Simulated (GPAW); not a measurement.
**InSe (GaSe-type monolayer): G0W0 with GPAW, start to end**

Wanted: ground state, empty states, screening and self-energy for InSe (GaSe-type monolayer).

Program: GPAW 26.7.0. Level of theory: PBE and many-body steps on it, plane waves. Values are calculated unless marked as measured.

**The experiments to reproduce.**

- Gap 2.84 ± 0.05 eV: optical, A exciton (c-v at Gamma) from PL; photoluminescence; 300 K; monolayer (exfoliated monolayer) (“Indirect to direct gap crossover in two-dimensional InSe revealed by ARPES”, 2019, arxiv:1901.06943).

### 1. The system as given

The cell holds 4 atoms: 2 In and 2 Se. Cell: a = 4.068 Å, b = 4.068 Å, c = 16.000 Å, α = 90.0°, β = 90.0°, γ = 120.0°. Vacuum lies along c.

The structure was relaxed with PBE. The runs that relaxed it are not among those shown.

### 2. Ground state

This step: GPAW 26.7.0; DFT, PBE, plane waves, PAW.

The ground-state density comes first.

run.py reads:

```python
import json
import numpy as np
from gpaw.mpi import world
from ase import Atoms
from gpaw import GPAW, PW, FermiDirac

atoms = Atoms(['In', 'In', 'Se', 'Se'],
    cell=[[4.0679249113, 0.0000000000, 0.0000000000],
      [-2.0339624556, 3.5229263138, 0.0000000000],
      [0.0000000000, 0.0000000000, 16.0000000000]],
    scaled_positions=[[0.3333333333, 0.6666666667, 0.5880389516],
      [0.3333333333, 0.6666666667, 0.4119610484],
      [0.6666666667, 0.3333333333, 0.6680394308],
      [0.6666666667, 0.3333333333, 0.3319605692]],
    pbc=(True, True, False))
calc = GPAW(mode=PW(450),
    xc='PBE',
    kpts={'size': (9, 9, 1), 'gamma': True},
    occupations=FermiDirac(0.001),
    nbands=-8,
    convergence={'density': 1e-6, 'bands': -3},
    maxiter=100,
    txt='gs.txt')
atoms.calc = calc
res = {'energy': atoms.get_potential_energy()}
kpts = calc.get_ibz_k_points()
res['kpts'] = kpts
res['eigenvalues'] = [calc.get_eigenvalues(kpt=k) for k in range(len(kpts))]
res['n_electrons'] = calc.get_number_of_electrons()
calc.write('gs.gpw')

if world.rank == 0:
    with open('result.json', 'w') as f:
        json.dump(res, f, default=lambda x: x.tolist())
```

On the command line:

```
mpirun -n 4 gpaw python run.py
```

The log of the run:

```text
__  _  _
 | _ |_)|_||  |
 |__||  | ||/\| - 26.7.0

Input parameters:
  mode=PW(ecut=450.000000),
  convergence={'density': 1e-06, 'bands': -3},
  kpts=MonkhorstPack(size=(9, 9, 1), gamma=True),
  maxiter=100,
  nbands=-8,
  occupations=Occupations(name='fermi-dirac', width=0.001, fixmagmom=False),
  xc=XC(name='PBE')
  [... matrices ...]
Diagonalizing LCAO Hamiltonian
Converting LCAO to pw mode

            Se
        In

        In

            Se

Atoms  # Å, Bohr magnetons
|   | symbol |         x |        y |         z |    initial magnetic moments |
| 0 |     In | -0.000000 | 2.348618 |  9.408623 | ( 0.0000,  0.0000,  0.0000) |
| 1 |     In | -0.000000 | 2.348618 |  6.591377 | ( 0.0000,  0.0000,  0.0000) |
| 2 |     Se |  2.033962 | 1.174309 | 10.688631 | ( 0.0000,  0.0000,  0.0000) |
| 3 |     Se |  2.033962 | 1.174309 |  5.311369 | ( 0.0000,  0.0000,  0.0000) |

Unit cell  # Å
| periodic |         x |        y |         z |   lengths |     angles |
|      yes |  4.067925 | 0.000000 |  0.000000 |  4.067925 |  90.000000 |
|      yes | -2.033962 | 3.522926 |  0.000000 |  4.067925 |  90.000000 |
|       no |  0.000000 | 0.000000 | 16.000000 | 16.000000 | 120.000000 |

Number of symmetries: 12
Symmetry operations  # r_c * U_cc + t_c -> r_c
|    | kind |            matrix            |
|  0 |  σ   |  1, 1, 0,  0,-1, 0,  0, 0, 1 |
|  1 |  C2  |  1, 1, 0,  0,-1, 0,  0, 0,-1 |
|  2 |  E   |  1, 0, 0,  0, 1, 0,  0, 0, 1 |
|  3 |  σ   |  1, 0, 0,  0, 1, 0,  0, 0,-1 |
|  4 |  C3  |  0, 1, 0, -1,-1, 0,  0, 0, 1 |
|  5 |  S3  |  0, 1, 0, -1,-1, 0,  0, 0,-1 |
|  6 |  σ   |  0,-1, 0, -1, 0, 0,  0, 0, 1 |
|  7 |  C2  |  0,-1, 0, -1, 0, 0,  0, 0,-1 |
|  8 |  σ   | -1, 0, 0,  1, 1, 0,  0, 0, 1 |
|  9 |  C2  | -1, 0, 0,  1, 1, 0,  0, 0,-1 |
| 10 |  C3  | -1,-1, 0,  1, 0, 0,  0, 0, 1 |
| 11 |  S3  | -1,-1, 0,  1, 0, 0,  0, 0,-1 |

BZ-sampling:
  Number of BZ points: 81
  Number of IBZ points: 12

  Monkhorst-Pack size: [9, 9, 1]
  Monkhorst-Pack shift: [0, 0, 0]

K-points  # in reciprocal-cell coordinates
|     |                                coordinates |     weight |
|   0 | (  0.00000000,   0.00000000,   0.00000000) | 0.01234568 |
|   1 | (  0.11111111,   0.00000000,   0.00000000) | 0.07407407 |
|   2 | (  0.22222222,  -0.11111111,   0.00000000) | 0.07407407 |
|   3 | (  0.22222222,   0.00000000,   0.00000000) | 0.07407407 |
|   4 | (  0.33333333,  -0.11111111,   0.00000000) | 0.14814815 |
|   5 | (  0.33333333,   0.00000000,   0.00000000) | 0.07407407 |
|   6 | (  0.33333333,   0.33333333,   0.00000000) | 0.02469136 |
|   7 | (  0.44444444,  -0.22222222,   0.00000000) | 0.07407407 |
|   8 | (  0.44444444,  -0.11111111,   0.00000000) | 0.14814815 |
|   9 | (  0.44444444,   0.00000000,   0.00000000) | 0.07407407 |
| ... |                                            |            |
|  11 | (  0.44444444,   0.44444444,   0.00000000) | 0.07407407 |

Plane wave coefficients: 4989
Cutoff: 450.000000 eV

Spin-components: 1 (collinear spins)
Bands:           27
Projectors:      22
Spin-degeneracy: 2
Datatype:        complex128

  Storage: CPU
  Wave functions: 25_510_464 bytes (6_377_616 per core)
  Projectors: 22_675_968 bytes (5_668_992 per core)
  [... matrices ...]
Parallelization:
  kpt:    4
  domain: 1
  band:   1

Density:
  Valence electrons: 38.0
  Components: 1
  Grid points: [20 20 80]
  Charge: 0.0  # |e|

Potential:
  Grid points: [20 20 80]

species:
  In:
    name:    Indium
    Z:       49.0
    valence: 13
    core:    36
    charge:  0.0  # [|e|]
    compensation charges:
      type: gauss
      rc: 0.36  # [Å]
      lmax: 2
    cutoffs:
      filter: 2.09  # [Å]
      core: 2.48  # [Å]
    projectors
    | kind |    occ | energy [eV] | rcut [Å] |
    |   5s |  2.000 |      -8.203 |    1.185 |
    |   5p |  1.000 |      -2.521 |    1.244 |
    |   4d | 10.000 |     -18.629 |    1.148 |
    |    s |        |      19.008 |    1.185 |
    |    p |        |      24.691 |    1.244 |
    |    d |        |       8.583 |    1.148 |

    Using partial waves for In as LCAO basis

  Se:
    name:    Selenium
    Z:       34.0
    valence: 6
    core:    28
    charge:  0.0  # [|e|]
    compensation charges:
      type: gauss
      rc: 0.27  # [Å]
      lmax: 2
    cutoffs:
      filter: 1.77  # [Å]
      core: 2.67  # [Å]
    projectors
    | kind |    occ | energy [eV] | rcut [Å] |
    |   4s |  2.000 |     -17.277 |    0.847 |
    |   4p |  4.000 |      -6.512 |    1.005 |
    |    s |        |       9.935 |    0.847 |
    |    p |        |      20.699 |    1.005 |
    |    d |        |       0.000 |    0.847 |

    Using partial waves for Se as LCAO basis

Reference energy: -452157.903581  # eV

eigensolver:
  PPCG
  Converge bands: -3
  niter=2

density mixing:
  MSR1-Mixer
  Pratt-step length: 0.05
  Maximum mixing coefficient: 0.75
  Old densities: 10
  SVD Regularization: 0.005
  Good broyden scale: 1.0
  Trust region scale: 1.0
  Backstep threshold: 4.0
  History deletion threshold: 6.0
  Fourier metric: weight=20.0, sigma=0.015

occupation numbers:
  Fermi-Dirac:
    width: 0.0010  # eV

poisson solver:
  ecut: 3600.000000  # eV

xc functional:
  name: PBE with 2 nearest neighbor stencil

Initialization done in: 1.005 s

convergence criteria:
- Maximum integral of absolute [dens]ity change: 1e-06 electrons / valence electron
- Maximum [total energy] change in last 3 cyles: 0.0005 eV / valence electron
- Maximum integral of absolute [eigenst]ate change: 4e-08 eV^2 / valence electron
maximum number of iterations: 100

SCF iterations
|iter     |     time |      energy | eigst |  dens |
|iter:   1|  |  -14.919964 | +0.36 |       |
|iter:   2|  |  -14.824447 | -1.11 | -1.22 |
|iter:   3|  |  -14.582357 | -1.31 | -1.27 |
|iter:   4|  |  -14.550544 | -1.84 | -1.65 |
|iter:   5|  |  -14.550889 | -2.87 | -2.15 |
|iter:   6|  |  -14.549779c| -3.38 | -2.44 |
|iter:   7|  |  -14.549831c| -4.92 | -3.17 |
|iter:   8|  |  -14.549837c| -5.99 | -3.73 |
|iter:   9|  |  -14.549838c| -6.81 | -4.41 |
|iter:  10|  |  -14.549838c| -7.69c| -5.05 |
|iter:  11|  |  -14.549838c| -8.03c| -5.49 |
|iter:  12|  |  -14.549838c| -8.49c| -6.02c|

Converged in 12 steps
SCF loop duration: 5.892 s (0.491 s/step)
Energy contributions relative to reference atoms: (reference = -452157.903581)
  [... matrices ...]
Energy contributions:
  Kinetic:          39.270808
  Coulomb:         -37.832075
  Zero:              0.329199
  External:          0.000000
  Xc:              -16.317769
  Entropy:          -0.000000
  Spinorbit:         0.000000
  ----------------------------
  Free energy:     -14.549838
  Extrapolated:    -14.549838

dipole moment: (-1.521490, 0.878466, 0.000115)  # |e|*Ang

Fermi level: -0.193
Eigenvalues  # (at kpt = [0.000, 0.000, 0.000])
| band index |      eig [eV] | occ [0-2] |
|          0 |       -14.825 |     2.000 |
|        ... |               |           |
|         11 |       -13.236 |     2.000 |
|         12 |        -6.156 |     2.000 |
|         13 |        -3.896 |     2.000 |
|         14 |        -1.449 |     2.000 |
|         15 |        -1.449 |     2.000 |
|         16 |        -1.375 |     2.000 |
|         17 |        -1.375 |     2.000 |
|         18 |        -0.955 |     2.000 |
|         19 |         0.570 |     0.000 |
|         20 |         1.776 |     0.000 |
|         21 |         4.028 |     0.000 |
|         22 |         4.028 |     0.000 |
|         23 |         4.506 |     0.000 |
|         24 |         4.992 |     0.000 |
|         25 |         5.281 |     0.000 |
|         26 |         5.281 |     0.000 |

Gap: 1.463 eV
Transition (v -> c):
  (s=0, k=1, n=18, [0.11, 0.00, 0.00]) -> (s=0, k=0, n=19, [0.00, 0.00, 0.00])
Direct/indirect transitions are different
Direct gap: 1.525 eV
Transition at: (s=0, k=0, n=18, [0.00, 0.00, 0.00])
vacuum-level: 5.065  # V
# Writing to gs.gpw (mode='')
  [... matrices ...]
```

It took 8.6 s on 4 MPI ranks of Arm Neoverse V2, shared host; peak memory 0.82 GiB.

This step gave:

```yaml
total_energy: -14.55 eV
gap: 1.463 eV
k_of_the_valence_top: 0.1111, 0, 0
k_of_the_conduction_bottom: 0, 0, 0
least_direct_gap: 1.525 eV
```

The gap is indirect, with the least direct gap 0.06 eV higher.

### 3. Empty states on the mesh, 6×6×1 mesh, 251 bands

The sums over transitions need many empty states on a uniform mesh; this step solves for them.

run.py reads:

```python
import json
import numpy as np
from gpaw.mpi import world
from gpaw import GPAW

calc = GPAW('gs.gpw').fixed_density(kpts={'size': (6, 6, 1), 'gamma': True},
    nbands=292,
    convergence={'bands': 251},
    txt='nscf.txt')
calc.write('full.gpw', mode='all')
res = {}
kpts = calc.get_ibz_k_points()
res['kpts'] = kpts
res['eigenvalues'] = [calc.get_eigenvalues(kpt=k) for k in range(len(kpts))]
res['n_electrons'] = calc.get_number_of_electrons()

if world.rank == 0:
    with open('result.json', 'w') as f:
        json.dump(res, f, default=lambda x: x.tolist())
```

On the command line:

```
mpirun -n 4 gpaw python run.py
```

The log of the run:

```text
Diagonalizing LCAO Hamiltonian
Converting LCAO to pw mode
convergence criteria:
- Maximum integral of absolute [eigenst]ate change: 4e-08 eV^2 / valence electron
maximum number of iterations: 100

SCF iterations
|iter     |     time |      energy | eigst |  dens |
|iter:   1|  |             | +4.25 |       |
|iter:   2|  |             | +3.05 |       |
|iter:   3|  |             | +1.94 |       |
[...]
|iter:  17|  |             | -7.00 |       |
|iter:  18|  |             | -7.32 |       |
|iter:  19|  |             | -7.58c|       |
SCF steps: 19
  __  _  _
 | _ |_)|_||  |
 |__||  | ||/\| - 26.7.0

Input parameters:
  mode=PW(ecut=450.000000),
  convergence={'bands': 251},
  gpts=array([20, 20, 80]),
  kpts=MonkhorstPack(size=(6, 6, 1), gamma=True),
  maxiter=100,
  nbands=292,
  occupations=Occupations(name='fermi-dirac', width=0.001, fixmagmom=False),
  parallel={},
  xc=XC(name='PBE')
# Writing to full.gpw (mode='all')
  [... matrices ...]

timing:  # [seconds]
  Total: 0.075  # ━━━━━━━━━━━━━━━━━━━━━━━━━━━━━━━━━━━━━━━━━━━━━━━━━━━━━━━━━━━
```

The job ended after 1.8 min (4 MPI ranks; peak memory 1.3 GiB; 7.2 min of CPU time).

This step gave:

```yaml
gap: 1.460 eV
k_of_the_valence_top: 0.1667, 0, 0
k_of_the_conduction_bottom: 0, 0, 0
least_direct_gap: 1.525 eV
k_points_computed: 7
lowest_point_of_the_top_converged_band_above_the_valence_top: 55.9855 eV
```

On this mesh the gap is 1.460 eV.

### 4. Screening and self-energy, 6×6×1 mesh, 112 bands, screening to 36 eV

G0W0 replaces the xc potential by the self-energy, built once from these orbitals. Only a window of levels is corrected, while the sums run over the empty bands that the input names.

This step: G0W0 on PBE, plane waves, PAW.

run.py reads:

```python
import json
import numpy as np
from gpaw.mpi import world
from gpaw.response.g0w0 import G0W0

gw = G0W0('full.gpw',
    filename='gw',
    kpts=[0, 1],
    bands=(17, 21),
    ecut=36,
    nbands=112,
    truncation='2D',
    integrate_gamma='sphere',
    q0_correction=True,
    frequencies={'type': 'nonlinear', 'domega0': 0.15, 'omega2': 15.0},
    eta=0.1,
    nblocksmax=True)
gw.calculate()
res = {mode: {k: v for k, v in r.items() if k != 'sigma_eskwn'}
       for mode, r in gw.all_results.items()}

if world.rank == 0:
    with open('result.json', 'w') as f:
        json.dump(res, f, default=lambda x: x.tolist())
```

On the command line:

```
mpirun -n 4 gpaw python run.py
```

The log of the run:

```text
Using integrator: PointIntegrator
NonLinearFrequencyDescriptor(from 0.000 to 47.511 eV, 138 points)
Nonperiodic BCs:  [False False  True]
Using integrator: PointIntegrator
NonLinearFrequencyDescriptor(from 0.000 to 47.511 eV, 138 points)
Nonperiodic BCs:  [False False  True]
Applying analytical 2D correction to W:
    Evaluating Gamma point contribution to W on a 25x25x1 grid
  ___  _ _ _
 |   || | | |
 | | || | | |
 |__ ||_____|
 |___|

BZ k-points: Symmetries present (total): 12

  [... matrices ...]
36 k-points: 6 x 6 x 1 Monkhorst-Pack grid + [1/12,1/12,0.000000]
7 k-points in the irreducible part of the Brillouin zone
       k-points in crystal coordinates                weights
   0:     0.00000000    0.00000000    0.00000000          1/36
   1:     0.16666667    0.00000000    0.00000000          6/36
   2:     0.33333333   -0.16666667    0.00000000          6/36
   3:     0.33333333    0.00000000    0.00000000          6/36
   4:     0.33333333    0.33333333    0.00000000          2/36
   5:     0.50000000    0.33333333    0.00000000         12/36
   6:     0.50000000    0.50000000    0.00000000          3/36

Distributing spins, k-points and bands (1 x 2 x 4) over 1 process
Number of blocks: 4

Quasi particle states:
k-points (IBZ indices): [0, 1]
Band range: (17, 21)
  [... matrices ...]
Computational parameters:
Plane wave cut-off: 36 eV
Number of bands: 112
Coulomb cutoff: 2D
Broadening: 0.1 eV

fxc modes: GW
Kernel: RPA
Using full-frequency real axis integration
Summing all q:

Calculating screened Coulomb potential
2D Coulomb truncation
NonLinearFrequencyDescriptor(from 0.000 to 47.511 eV, 138 points)
Removing empty qpoint cache files...

Calculating chi0 body with:
    Ground state adapter containing:
    Number of spins: 1
    Number of kpoints: 36
    Number of irreducible kpoints: 7
    Number of completely occupied states: 19
    Number of partially occupied states: 19
    Occupied states memory: 9.27734375 M / cpu

    Linear response parametrization:
    q_c: [1.387779e-17, 1.387779e-17, 0.0]
    Number of frequency points: 138
    Planewave cutoff: 36.0
    Number of bands: 112
    Number of planewaves: 93
    Broadening (eta): 0.1
    comm.size: 4
    kncomm.size: 1
    blockcomm.size: 4

    Memory estimate of potentially large arrays:
        chi0_wGG: 4.553078 M / cpu
Integrating chi0 body.

Symmetries of q_c:
    Direct symmetries (Uq -> q): 12
    Indirect symmetries (TUq -> q): 12
In total 24 allowed symmetries.

  [... matrices ...]
7 groups of equivalent kpoints. 80.555556% reduction.

Integral kind: spectral function
Integrating chi0 head and wings.

Symmetries of q_c:
    Direct symmetries (Uq -> q): 12
    Indirect symmetries (TUq -> q): 12
In total 24 allowed symmetries.

  [... matrices ...]
7 groups of equivalent kpoints. 80.555556% reduction.

Integral kind: spectral function wings

Calculating chi0 body with:
    Ground state adapter containing:
    Number of spins: 1
    Number of kpoints: 36
    Number of irreducible kpoints: 7
    Number of completely occupied states: 19
    Number of partially occupied states: 19
[... the further q-points ...]

Results:
f:      Occupation numbers
eps:     KS-eigenvalues [eV]
vxc:     KS vxc [eV]
exx:     Exact exchange [eV]
sigma:   Self-energies [eV]
dsigma:  Self-energy derivatives
Z:       Renormalization factors
qp:      QP-energies [eV]

k-point 0 (0): (0.000, 0.000, 0.000)                GW
band       f     eps     vxc     exx   sigma  dsigma       Z      qp
                                                                   GW
  17   1.000  -1.375 -15.545 -17.810   1.988  -0.339   0.747  -1.581
  18   1.000  -0.955 -13.315 -15.303   1.461  -0.330   0.752  -1.352
  19   0.000   0.570 -13.223  -9.971  -1.995  -0.292   0.774   1.544
  20   0.000   1.776 -11.982  -8.086  -2.683  -0.286   0.778   2.720

k-point 1 (1): (0.167, 0.000, 0.000)                GW
band       f     eps     vxc     exx   sigma  dsigma       Z      qp
                                                                   GW
  17   1.000  -1.638 -15.224 -17.599   2.038  -0.350   0.741  -1.887
  18   1.000  -0.890 -13.585 -15.557   1.496  -0.329   0.752  -1.247
  19   0.000   1.484 -14.345 -10.700  -2.129  -0.305   0.766   2.646
  20   0.000   2.476 -11.501  -7.449  -2.850  -0.295   0.772   3.404
```

Elapsed: 39 s, on 4 MPI ranks; peak memory 1.8 GiB.

Read from the output:

* G0W0 gap on the mesh: 2.791 eV
* least direct G0W0 gap on the computed points: 2.895 eV
* Z at the valence top: 0.7522
* Z at the conduction bottom: 0.7738
* starting gap on the mesh: 1.460 eV
* k of the valence top: 0.1667, 0, 0
* k of the conduction bottom: 0, 0, 0

The gap on the mesh goes from 1.46 eV to 2.79 eV, a correction of +1.33 eV.

Limits: finite bands, cutoff and mesh; no spin-orbit coupling. v1 is the top filled band, c1 the lowest empty one. Levels before and after the correction, in eV, zero at the valence-band top of each column:

|  | conduction bottom | valence top |
| --- | --- | --- |
| Kohn-Sham | 1.46 | 0.00 |
| G0W0 | 2.79 | 0.00 |

|  | level | energy (eV) |
| --- | --- | --- |
| Kohn-Sham | Γ v2 | -0.485 |
| Kohn-Sham | Γ v1 | -0.066 |
| Kohn-Sham | Γ c1 | 1.460 |
| Kohn-Sham | Γ c2 | 2.666 |
| Kohn-Sham | (0.167 0 0) v2 | -0.748 |
| Kohn-Sham | (0.167 0 0) v1 | 0.000 |
| Kohn-Sham | (0.167 0 0) c1 | 2.374 |
| Kohn-Sham | (0.167 0 0) c2 | 3.366 |
| G0W0 | Γ v2 | -0.334 |
| G0W0 | Γ v1 | -0.105 |
| G0W0 | Γ c1 | 2.791 |
| G0W0 | Γ c2 | 3.968 |
| G0W0 | (0.167 0 0) v2 | -0.640 |
| G0W0 | (0.167 0 0) v1 | 0.000 |
| G0W0 | (0.167 0 0) c1 | 3.893 |
| G0W0 | (0.167 0 0) c2 | 4.652 |

### 5. Where the time went

Times are wall times on 4 MPI ranks of Arm Neoverse V2, shared host, good to a factor of about two.

| step | time | share | memory (GiB) |
| --- | --- | --- | --- |
| ground state | 8.6 s | 6 % | 0.82 |
| empty states on the mesh | 1.8 min | 69 % | 1.3 |
| screening and self-energy | 39 s | 25 % | 1.8 |

### 6. Results

* PBE gap: 1.46 eV, indirect
* G0W0 gap on the mesh: 2.79 eV
* GW settings: 6×6×1 mesh, 112 bands, screening to 36 eV, full frequency, Hilbert transform
* known limits: short of the basis limit; no spin-orbit coupling

In words: G0W0 moves the gap on the mesh from 1.46 eV to 2.79 eV (+1.33 eV), with Z of 0.75 and 0.77 at the edges. The dearest step here is «empty states on the mesh». Against experiment, by G0W0@PBE: the direct gap of 2.90 eV lies +0.06 eV from the measured 2.84 ± 0.05 eV (exciton, 300 K, 2019). An exciton line or allowed optical edge lies below the quasiparticle gap by the binding energy; a forbidden edge can push the onset above it. The computed sheet is free-standing; a substrate or cover screens it further and lowers both gap and binding, while the exciton line moves little. The calculation has static nuclei and no excitons; a measured gap holds zero-point and thermal motion, which mostly lowers it. Bands and cutoff are finite, so the gap stands short of the basis limit, usually by up to a few tenths of an eV; the mesh is an error of its own. In this program the long-wavelength screening can come out low in d oxides and layered crystals. Mesh or cutoff lie under what a gap needs, so these runs test behaviour and cost; their gaps are not to be quoted. The many-body steps are scalar-relativistic: spin-orbit coupling is not in them.

[Long decimals in the printed logs are rounded to 6 places.]

[Logs are printed without paths, hosts, clocks, repeated set-up lines and the standing remarks that a program may print on its own settings, such as how far it seeks lower states.]

[Paths, hosts, dates, memory and timing lines, banners, echoed tables and standing remarks are left out of the program output; an Ansatz launch command may be rebuilt from the run's recorded settings. Measured values are a selection of at most five: reports struck by readers or far from the other reports are left out. None is set beside runs whose start may be inverted or whose files or cutoffs have a known fault.]

[Runs of the session that timed out or met a known fault of the program may be left out.]

[Hosts, paths, dates, database ids (printed as entryN), source tags and the programs' standing remarks are cut or masked in the printed files.]

[Where the starting crystal was built by hand or by swapping elements, it need not be the compound's stable phase.]
